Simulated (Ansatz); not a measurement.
The system is Sb.

```
CELL_PARAMETERS angstrom
2.15420 1.24373 3.75800
-2.15420 1.24373 3.75800
0.00000 -2.48746 3.75800
ATOMIC_POSITIONS crystal
Sb 0.76651 0.76651 0.76651
Sb 0.23349 0.23349 0.23349
```

```yaml
Program: Ansatz 0.2.0
Task: relaxation of cell and atoms
Functional: PBEsol
Dispersion: D3(BJ)
Potentials_or_basis: Ansatz PAW
Cutoff: "420 eV (not typed: the program's choice for these potentials)"
k_mesh: 8 × 8 × 8
Occupations: fermi-dirac, width 0.05 eV
Spin: no spin polarisation
```

At the start: volume 30.21 Å³/atom.

Q: How do energy, volume and symmetry change on relaxing?

A: It ends after 7 steps and the volume is 28.29 Å³/atom (-6.3 %); space group R-3m (No. 166, to 0.05 Å).

Step by step:
```tsv
step	energy change (eV)	largest force (eV/Å)	volume (Å³)
1	0.0000	0.1000	60.41
2	-0.0298	0.1831	55.72
3	-0.0387	0.0254	56.79
4	-0.0395	0.0358	56.33
5	-0.0401	0.0047	56.62
6	-0.0402	0.0004	56.59
7	-0.0393	0.0005	56.59
```

Final structure:
```
CELL_PARAMETERS angstrom
2.13428 1.23223 3.58628
-2.13428 1.23223 3.58628
0.00000 -2.46445 3.58628
ATOMIC_POSITIONS crystal
Sb 0.76201 0.76201 0.76201
Sb 0.23799 0.23799 0.23799
```

Caveat: the plane-wave basis is chosen anew once the cell has moved, so the energies of steps on either side of that aren't comparable; the PAW data sets come from PBE, with cores solved anew for the run's functional, which leaves a small shift of forces and pressure.
